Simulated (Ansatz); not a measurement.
# YN: the cost of one run

Program: Ansatz 0.2.0. Level of theory: DFT LDA, scalar-relativistic. These are calculated values, not measurements.

2 further runs of the same task are left out: 2 set aside as unsound or not needed.

**1. The structure to begin with**

Symmetry: Fm-3m, No. 225, cubic system. Conventional cell: a = 4.877 Å, b = 4.877 Å, c = 4.877 Å, α = 90.00°, β = 90.00°, γ = 90.00°. Y (site symmetry m-3m) has 6 N at 2.44 Å as nearest neighbours. N (site symmetry m-3m) has 6 Y at 2.44 Å as nearest neighbours.

As a file:

```cif
data_structure
_symmetry_space_group_name_H-M 'P 1'
_symmetry_Int_Tables_number 1
_cell_length_a 3.4486
_cell_length_b 3.4486
_cell_length_c 3.4486
_cell_angle_alpha 60.000
_cell_angle_beta 60.000
_cell_angle_gamma 60.000
_cell_volume 29.00
loop_
_atom_site_label
_atom_site_type_symbol
_atom_site_fract_x
_atom_site_fract_y
_atom_site_fract_z
_atom_site_occupancy
Y1 Y 0.00000 0.00000 0.00000 1
N1 N 0.50000 0.50000 0.50000 1
```

Atoms are numbered in the order of the input: Y1, N2.

**2. After the deformation**

Space group Fm-3m before, I4/mmm after.

**3. All-electron LAPW**

input.yaml reads:

```yaml
crystal:
  lattice:
    - [0.0, 2.4385, 2.48727]
    - [2.4385, 0.0, 2.48727]
    - [2.4385, 2.4385, 0.0]
  atoms:
    - { symbol: "Y", position: [0.0, 0.0, 0.0] }
    - { symbol: "N", position: [0.5, 0.5, 0.5] }
kpoints:
  mp_grid: { grid: [9, 9, 9] }
  band_path:
    path:
      - [0.0, 0.0, 0.0]
      - [0.0, 0.5, 0.5]
      - [0.25, 0.75, 0.5]
      - [0.0, 0.5, 0.0]
      - [0.0, 0.0, 0.0]
      - [0.5, 0.5, 0.0]
      - [0.3701460977, 0.6298539023, 0.0]
      - [-0.3701460977, 0.3701460977, 0.0]
      - [0.0, 0.0, 0.0]
    npoints: 5
scf:
  occupations: { method: fermi_dirac, width: 0.03 }
hamiltonian:
  xc: lda
  pseudopotentials: { kind: all_electron, lapw: { basis_error: 0.0005 } }
output:
  forces: true
  stress: true
  eigenvalues: true
```

On the command line:

```
$ ansatz run input.yaml --threads 1 --pin off --max-ram 3072MiB --backend cpu --events-out ev --progress --plain --runs-dir out
```

Q: Estimate wall time and peak memory on 1 thread of Intel Xeon 6975P-C (Granite Rapids), shared host.

About 8.4 s, with a peak of 0.38 GiB.
